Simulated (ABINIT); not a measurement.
ZnCu:

```
Zn Cu
1.0
     2.94500    0.00000    0.00000
     0.00000    2.94500    0.00000
     0.00000    0.00000    2.94500
Zn Cu
1 1
Direct
  0.50000 0.50000 0.50000
  0.00000 0.00000 0.00000
```

- Program: ABINIT 10.8.3 (patched build)
- Task: single point
- Functional: PBE
- Potentials or basis: JTH PAW PBE v2.0
- Cutoff: 707 eV
- k mesh: 9 × 9 × 9
- Occupations: fermi-dirac, width 0.05 eV
- Spin: no spin polarisation

On this cell: pressure 2.5 GPa; largest force zero by symmetry; band gap on the k mesh none (metal or under the smearing width).

The same run follows on a disturbed copy (atoms moved at random, drawn with an rms of 0.05 Å):

```xyz
2
Lattice="2.9450 0.0000 0.0000 0.0000 2.9450 0.0000 0.0000 0.0000 2.9450" Properties=species:S:1:pos:R:3 pbc="T T T"
Zn    1.5052    1.4850    1.4586
Cu   -0.0672   -0.0266    0.0105
```

Question: What does the disturbed cell give?

Answer: The energy (extrapolated to zero smearing) moves by +15.0 meV/atom; pressure 3.1 GPa; largest force 0.542 eV/Å; band gap on the k mesh none (metal or under the smearing width).

Forces on the atoms (eV/Å):
```
Zn  -0.487 -0.202  0.126
Cu   0.487  0.202 -0.126
```

Stress tensor (GPa, compression positive):
```
 2.74  0.44 -0.28
 0.44  3.21 -0.11
-0.28 -0.11  3.36
```
